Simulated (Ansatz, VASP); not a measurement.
## Pb in VASP and in Ansatz

Contents of INCAR:

```
ALGO     = Normal         # electronic algorithm
EDIFF    = 1E-6           # SCF threshold, eV
ENCUT    = 520            # plane-wave cutoff, eV
GGA      = PE             # functional
ISIF     = 2              # what is computed and relaxed
ISMEAR   = -1             # smearing method
LASPH    = T              # aspherical terms in the spheres
LCHARG   = T              # write CHGCAR
LELF     = T              # ELF
LREAL    = F              # projectors in reciprocal space
LVHAR    = T            
LWAVE    = F              # write WAVECAR
NBANDS   = 13             # bands
NELM     = 60             # most SCF steps
PREC     = Accurate       # precision mode
SIGMA    = 0.1            # smearing width, eV
```

The input KPOINTS:

```
k-points
0
Gamma
  15 15 15
```

POSCAR

```
Pb
1.0
   -1.8409182259      1.8409182259      1.8409182259
    1.8409182259     -1.8409182259      1.8409182259
    1.8409182259      1.8409182259     -1.8409182259
Pb
1
Direct
    0.0000000000      0.0000000000      0.0000000000
```

Input for Ansatz:

```yaml
crystal:
  lattice:
    - [-1.8409182259, 1.8409182259, 1.8409182259]
    - [1.8409182259, -1.8409182259, 1.8409182259]
    - [1.8409182259, 1.8409182259, -1.8409182259]
  atoms:
    - { symbol: Pb, position: [0.0, 0.0, 0.0] }
kpoints:
  mp_grid: { grid: [15, 15, 15] }
scf:
  occupations: { method: fermi_dirac, width: 0.1 }
hamiltonian:
  xc: pbe
  pseudopotentials: { kind: all_electron, lapw: { basis_error: 0.001 } }
output:
  forces: true
  stress: true
  eigenvalues: true
  populations: true
```

Change from the starting cell: volume scaled by 0.78, LAPW.

Alike in both runs: task single point; functional PBE; k mesh 15 × 15 × 15; occupations fermi-dirac, width 0.1 eV; no spin polarisation.

|  | VASP | Ansatz |
| --- | --- | --- |
| version | VASP 6.6.1 | Ansatz 0.2.0 |
| potentials or method | VASP PAW PBE potentials, release 64 (Pb_d) | all-electron LAPW, scalar-relativistic |
| plane-wave cutoff (eV) | 520 | see its input |

```csv
,VASP,Ansatz,Ansatz less VASP
pressure (GPa),17.3,17.4,+0.09
```

Ansatz ran all-electron here, so the differences hold the error of VASP's frozen core and of both bases.

Caveats: so large a pressure means that the cell lies far from this level's equilibrium, or that cutoff or potentials fall short (VASP). Spin-orbit coupling is left out, which matters for the levels of Pb.
